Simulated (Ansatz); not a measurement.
Take a crystal in which Sb has been replaced by As on all its sites, with the cell rescaled by a rough guess (in some cases also distorted within its space group) and nothing relaxed:

```yaml
crystal:
  lattice:
    - [-1.77568, 1.77568, 1.77568]
    - [1.77568, -1.77568, 1.77568]
    - [1.77568, 1.77568, -1.77568]
  atoms:
    - { symbol: As, position: [0.00000, 0.00000, 0.00000] }
```

All numbers below come from Ansatz, DFT PBE, scalar-relativistic, plane waves, PAW.

Plane waves to 420 eV, a k mesh through Γ of 16×16×16 on the computed 1-atom cell and Gaussian smearing (0.10 eV); no spin polarisation.

(1) What pressure does the cell carry?

(2) Is it a metal on this mesh?

Results:

(1) The pressure is -9.5 GPa (positive in compression), so the cell would contract.

(2) Yes, a band crosses the Fermi level.

This bcc form isn't the element's structure at ambient conditions.